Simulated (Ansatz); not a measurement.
Te3As2 (quintuple layer), computed twice by G0W0.

The cell holds 5 atoms: 3 Te and 2 As. Its edges and angles: a = 4.068 Å, b = 4.068 Å, c = 37.100 Å, α = 90.0°, β = 90.0°, γ = 120.0°. Vacuum lies along c.

```xyz
5
Lattice="4.0680 0.0000 0.0000 -2.0340 3.5230 0.0000 0.0000 0.0000 37.1000" Properties=species:S:1:pos:R:3
Te    0.0000    0.0000   18.5500
As    0.0000    2.3487   20.4121
As    2.0340    1.1743   16.6879
Te    2.0340    1.1743   22.0180
Te    0.0000    2.3487   15.0820
```

The structure was relaxed with PBE. The runs that relaxed it are not among those shown. Spin-orbit coupling is left out unless a run names it.

The first (Ansatz 0.2.0; start PBE, 6×6×1 mesh, 294 empty bands, screening to 39 eV, PAW set soft_1 files; 4 threads of Arm Neoverse V2, shared host) gave, on its mesh: starting gap 0.85 eV, G0W0 gap 1.10 eV, mean of 1 + 4πα/V (set by the cell height) 9.74, 2.1 min.

The second gave: starting gap 0.85 eV, G0W0 gap 1.10 eV, mean of 1 + 4πα/V (set by the cell height) 9.87, 47 s.

Question: What was changed in the input? Choose among start, files, mesh, bands and cutoff, frequency model or another key.

Changed: empty bands from 294 to 103 and screening cutoff (eV) from 39.0 to 19.5. The starting gap stayed, which rules out the functional and points to the GW step. Other changes could give like numbers; this is the one that was made.

Limits: not at the basis limit; coarse mesh for a sheet; no spin-orbit coupling.

[Paths, hosts, dates, memory and timing lines, banners, echoed tables and standing remarks are left out of the program output.]

[Logs are printed without paths, hosts, clocks, repeated set-up lines and the standing remarks that a program may print on its own settings, such as how far it seeks lower states.]

[Runs of the session that timed out or met a known fault of the program may be left out.]

[Cells called generated may have been cut or substituted from an entry of the Crystallography Open Database or the Materials Project.]

[Hosts, paths, dates, database ids (printed as entryN), source tags and the programs' standing remarks are cut or masked in the printed files.]
